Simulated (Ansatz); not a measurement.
## ZnSe on a mismatched substrate

Level of theory: Ansatz 0.2.0, DFT PBEsol, scalar-relativistic, plane waves, PAW. Settings: 420 eV cutoff, 8×8×6 k-mesh, Gaussian smearing of 0.02 eV, no spin polarisation.

Reference structure (relaxed):

```
Zn Se
1.0
     2.81662    2.81662    0.00000
    -2.81662    2.81662    0.00000
     0.00000    0.00000    5.63325
Zn Se
2 2
Direct
  0.00000 0.00000 0.00000
  0.50000 0.50000 0.50000
  0.50000 0.00000 0.25000
  0.00000 0.50000 0.75000
```

The a-b plane is strained alike in both directions, as on a substrate, while c and the atoms relax within the symmetry that the strain leaves. Stress is positive in compression; energies are free energies at the smearing used, per atom.

```
strain (%) c (Å)  σ in plane (GPa)  ΔE (meV/atom)
      -6.0  6.0218              5.77          45.49
      -4.0  5.8950              3.60          19.37
      -2.0  5.7655              1.70           4.66
      +0.0  5.6333              0.01           0.00
      +2.0  5.4965             -1.47           4.16
      +4.0  5.3540             -2.77          16.00
      +6.0  5.2071             -3.93          34.46
```

Get the biaxial modulus twice, from the stresses and from the energies of the innermost pair.

From stress: M = −Δσ/Δε = (1.70 − (-1.47)) / 0.040 = 79 GPa. Two in-plane directions each store σε/2, so the energy density is Mε²: M = (mean ΔE)/(V ε²) = 4.41 meV / (22.345 Å³ × 0.020²) × 0.16022 GPa Å³/meV = 79 GPa. The two agree.

How well does Mε², with M from the stresses, predict the outermost points?

39.8 meV predicted against 45.5 computed at -6.0 %; 39.8 meV predicted against 34.5 computed at +6.0 %. Compression costs more than stretching, the usual sign of bonds that stiffen as they shorten.

How does c respond, and up to what thickness can a film with 1 % or 2 % misfit stay coherent on a thick substrate?

c answers with ε_c = −1.19 ε. In an isotropic solid that ratio is 2ν/(1 − ν), so ν = r/(2 + r) = 0.37. A film of thickness h stores Mε²h per area, 7.9 mJ/m² per nm at 1 %. The Matthews–Blakeslee balance for pure edge misfit dislocations, h = b/(8πf(1 + ν)) × (ln(h/b) + 1), with b taken as the in-plane vector a = 3.98 Å, solved by iteration, gives 3.7 nm at f = 1 % and 1.2 nm at 2 %. This is an isotropic estimate in which the moduli cancel; the real Burgers vector, glide system, anisotropy and slow kinetics can shift it by a factor of a few, mostly upward.

The strained film yields mainly by bending its bond angles. On this (001)-type plane all four Zn-Se bonds around each atom stay equal by symmetry, and the opposing change in c offsets most of the in-plane strain, so bond lengths change much less than the in-plane lattice does. Angle bending is the soft mode of a tetrahedral network, and softer still in a polar II-VI compound, where the directional covalent part of the bond is weaker than in the group IV or III-V counterparts. That accounts for both the modest modulus of 79 GPa and the strong response of c.

The ratio of −1.19 holds only near zero strain: c changes by more per step all the way from compression to tension, so a single Poisson ratio describes large misfits less well. The smooth curves show no sign of a structural transition, but distortions that break the imposed symmetry remain untested, so the strained states are not shown to be dynamically stable.
